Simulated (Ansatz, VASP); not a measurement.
One calculation of KTaO3, two programs

The input INCAR:

```
ALGO = Fast ; EDIFF = 1E-7
ENCUT = 520 ; GGA = PE
ISIF = 2 ; ISMEAR = 0
LASPH = T ; LCHARG = F
LREAL = F ; LWAVE = F
NBANDS = 27 ; NELM = 100
PREC = Accurate ; SIGMA = 0.02
```

File KPOINTS:

```
k-points
0
Gamma
  8 8 8
```

POSCAR

```
KTaO3
1.0
    4.0243806572      0.0000000000      0.0000000000
    0.0000000000      4.0243806572      0.0000000000
    0.0000000000      0.0000000000      4.0243806572
K Ta O
1 1 3
Direct
    0.5000000000      0.5000000000      0.5000000000
    0.0000000000      0.0000000000      0.0000000000
    0.5000000000      0.0000000000      0.0000000000
    0.0000000000      0.5000000000      0.0000000000
    0.0000000000      0.0000000000      0.5000000000
```

Input for Ansatz:

```yaml
crystal:
  lattice:
    - [4.0243806572, 0.0, 0.0]
    - [0.0, 4.0243806572, 0.0]
    - [0.0, 0.0, 4.0243806572]
  atoms:
    - { symbol: K, position: [0.5, 0.5, 0.5] }
    - { symbol: Ta, position: [0.0, 0.0, 0.0] }
    - { symbol: O, position: [0.5, 0.0, 0.0] }
    - { symbol: O, position: [0.0, 0.5, 0.0] }
    - { symbol: O, position: [0.0, 0.0, 0.5] }
basis:
  ecutwfc: 420
kpoints:
  mp_grid: { grid: [8, 8, 8] }
  band_path:
    path:
      - [[0.0, 0.0, 0.0], [0.0, 0.5, 0.0], [0.5, 0.5, 0.0], [0.0, 0.0, 0.0], [0.5, 0.5, 0.5], [0.0, 0.5, 0.0]]
      - [[0.5, 0.5, 0.5], [0.5, 0.5, 0.0]]
    npoints: 14
hamiltonian:
  xc: pbe
scf:
  occupations: { method: gaussian, width: 0.02 }
  n_extra_bands: 12
output:
  forces: true
  stress: true
  eigenvalues: true
  populations: true
  dos: { projected: true, de: 0.02, nscf_kmesh: { grid: [12, 12, 12] } }
  bader: true
  write_density: true
  write_potential: true
  elf: true
  volumetric_format: npy
```

Alike in both runs: task single point; functional PBE; k mesh 8 × 8 × 8; occupations gaussian, width 0.02 eV; no spin polarisation.

|  | VASP | Ansatz |
| --- | --- | --- |
| version | VASP 6.6.1 | Ansatz 0.2.0 |
| potentials or method | VASP PAW PBE potentials, release 64 (K_sv, Ta_pv, O) | scalar-relativistic, plane waves, PAW |
| plane-wave cutoff (eV) | 520 | 420 |
| valence electrons in the cell | 38 | 40 |

|  | VASP | Ansatz | Ansatz less VASP |
| --- | --- | --- | --- |
| gap on the k mesh at the Fermi level (eV) | 2.12 | 2.16 | +0.046 |
| least direct gap on the mesh (eV) | 2.75 | 2.78 | +0.036 |
| pressure (GPa) | 0.6 | 0.0 | -0.58 |

The functional is the same, so the differences come from potentials, cutoffs and numerics. The two sets of potentials don't hold the same shells in valence.

Caveats: spin-orbit coupling is left out, which moves the levels of the heavy elements. A hybrid or GW would open this gap; PBE tends to underestimate it. A k mesh can miss the band edges.
